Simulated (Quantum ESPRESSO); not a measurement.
# Ti: equation of state with LDA

Ti:

```
Ti
1.0
     0.00000    2.03000    2.03000
     2.03000    0.00000    2.03000
     2.03000    2.03000    0.00000
Ti
1
Direct
  0.00000 0.00000 0.00000
```

This isn't the form of Ti at room conditions, which is hcp.

```
Program             : Quantum ESPRESSO 7.5
Task                : equation of state
Functional          : LDA
Potentials or basis : GBRV 1.5 LDA
Cutoff              : 612 eV
Density cutoff      : 4898 eV
k mesh              : 11 × 11 × 11
Occupations         : fermi-dirac, width 0.05 eV
Spin                : no spin polarisation
```

* Equilibrium volume: 16.01 Å³/atom
* Bulk modulus: 123 GPa
* Pressure derivative of the bulk modulus: 3.5

Energy against volume, from the lowest point:
```csv
volume (Å³/atom),energy (meV/atom)
15.727,1.90
16.062,0.00
16.396,3.44
16.731,11.65
17.065,24.27
17.400,40.86
17.735,61.11
```

All runs of the series together: 26 s on 2 threads of Arm Neoverse V1, with other jobs on the host.

LDA usually gives volumes a few per cent too small. Zero-point motion and thermal expansion aren't in these numbers.
